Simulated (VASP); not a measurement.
A run of VASP 6.6.1:

The input INCAR:

```
PREC     = Accurate       # precision mode
ENCUT    = 520            # plane-wave cutoff, eV
EDIFF    = 1E-7           # SCF threshold, eV
ISMEAR   = -1             # smearing method
SIGMA    = 0.05           # smearing width, eV
LREAL    = F              # projectors in reciprocal space
LASPH    = T              # aspherical terms in the spheres
NELM     = 80             # most SCF steps
ALGO     = Normal         # electronic algorithm
ISIF     = 2              # what is computed and relaxed
LWAVE    = F              # write WAVECAR
LCHARG   = F              # write CHGCAR
GGA      = PE             # functional
NBANDS   = 55             # bands
```

The input KPOINTS:

```
regular mesh
0
Gamma
  9 9 5
```

The input POSCAR:

```
Ga2O3
1.0
    6.1070000000     -1.5185500000      0.0000000000
    6.1070000000      1.5185500000      0.0000000000
   -1.3859888959      0.0000000000      5.6300087380
Ga O
4 6
Direct
    0.3413400000      0.3413400000      0.6859800000
    0.6586600000      0.6586600000      0.3140200000
    0.9095000000      0.9095000000      0.2054000000
    0.0905000000      0.0905000000      0.7946000000
    0.5041000000      0.5041000000      0.7434000000
    0.4959000000      0.4959000000      0.2566000000
    0.8267000000      0.8267000000      0.4368000000
    0.1733000000      0.1733000000      0.5632000000
    0.8355000000      0.8355000000      0.8902000000
    0.1645000000      0.1645000000      0.1098000000
```

Potentials or basis: VASP PAW PBE potentials, release 64 (Ga_d, O).

Launch:

```bash
$ cat potpaw_PBE.64/Ga_d/POTCAR potpaw_PBE.64/O/POTCAR > POTCAR
$ mpirun -np 1 vasp_std > vasp.out
```

Hardware: 1 thread of Intel(R) Xeon(R) Platinum 8488C (Sapphire Rapids), on a shared host.

Q: Estimate the wall time of this run.

A: It took 16 min on 1 thread of Intel(R) Xeon(R) Platinum 8488C (Sapphire Rapids) (shared host), peak memory 0.62 GiB. Counts: scf iterations 17, k points 115.
